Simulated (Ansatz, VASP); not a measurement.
Two plane-wave programs on Mg

```
Mg
1.0
     0.00000    2.13204    2.13204
     2.13204    0.00000    2.13204
     2.13204    2.13204    0.00000
Mg
1
Direct
  0.00000 0.00000 0.00000
```

This isn't the form of Mg at room conditions, which is hcp.

Alike in both runs: task single point; functional LDA; k mesh 18 × 18 × 18; occupations tetrahedron; no spin polarisation.

|  | VASP | Ansatz |
| --- | --- | --- |
| version | VASP 6.6.1 | Ansatz 0.2.0 |
| potentials or method | VASP PAW LDA potentials, release 64 (Mg) | scalar-relativistic, plane waves, PAW |
| plane-wave cutoff (eV) | 520 | 420 |
| valence electrons in the cell | 2 | 10 |

```tsv
	VASP	Ansatz	Ansatz less VASP
gap on the k mesh at the Fermi level (eV)	none	none	-
pressure (GPa)	5.3	5.6	+0.33
```

A gap of «none» marks a metal or a gap that the smearing closes. The two sets of potentials don't hold the same shells in valence. Ansatz warned: «band_table_not_solved_further».

Caveats: tetrahedron occupations give inexact forces and stress in metals.
